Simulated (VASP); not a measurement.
From an Ansatz input to VASP: NaCl (strained rocksalt)

Ansatz input

```yaml
crystal:
  lattice:
    - [0.0, 2.758976706, 2.8245598581]
    - [2.758976706, 0.0, 2.8245598581]
    - [2.758976706, 2.758976706, 0.0]
  atoms:
    - { symbol: Na, position: [0.0, 0.0, 0.0] }
    - { symbol: Cl, position: [0.5, 0.5, 0.5] }
kpoints:
  mp_grid: { grid: [8, 8, 8] }
  band_path:
    path:
      - [0.0, 0.0, 0.0]
      - [0.5, 0.0, 0.5]
      - [0.625, 0.25, 0.625]
      - [0.375, 0.375, 0.75]
      - [0.5, 0.5, 0.5]
      - [0.5, 0.25, 0.75]
    npoints: 1
hamiltonian:
  xc: r2scan
scf:
  occupations: { method: fixed }
  n_extra_bands: 4
output:
  forces: true
  stress: true
  eigenvalues: true
```

Question: Translate this input to VASP.

Answer: 

INCAR

```
ENCUT = 520
ISIF = 2
ALGO = Normal
NELM = 120
LCHARG = .TRUE.
METAGGA = R2SCAN
LELF = .TRUE.
LASPH = .TRUE.
EDIFF = 1E-7
LREAL = .FALSE.
NBANDS = 14
IBRION = -1
ISMEAR = 0
SIGMA = 0.01
LWAVE = .FALSE.
NSW = 0
PREC = Accurate
```

KPOINTS

```
KPOINTS created by Atomic Simulation Environment
0
Gamma
8 8 8
0 0 0
```

KPOINTS_OPT

```
special points
6
Reciprocal
0.0000000000 0.0000000000 0.0000000000 1
0.5000000000 0.0000000000 0.5000000000 1
0.6250000000 0.2500000000 0.6250000000 1
0.3750000000 0.3750000000 0.7500000000 1
0.5000000000 0.5000000000 0.5000000000 1
0.5000000000 0.2500000000 0.7500000000 1
```

POSCAR

```
Na Cl
 1.0000000000000000
     0.0000000000000000    2.7589767059999999    2.8245598581000002
     2.7589767059999999    0.0000000000000000    2.8245598581000002
     2.7589767059999999    2.7589767059999999    0.0000000000000000
 Na  Cl
   1   1
Cartesian
  0.0000000000000000  0.0000000000000000  0.0000000000000000
  2.7589767059999999  2.7589767059999999  2.8245598581000002
```

VASP ran with the recommended PBE PAW datasets (14 valence electrons in the cell). Other inputs would serve too.

```csv
,Ansatz,VASP
gap between bands v and c,6.07 eV,6.09 eV
least direct gap,6.07 eV,6.09 eV
pressure,0.8 GPa,0.6 GPa
```

Datasets and cutoffs are each program's own. VASP's cell holds 14 valence electrons and Ansatz's 16. Ansatz's stress includes a Pulay correction; VASP's doesn't.
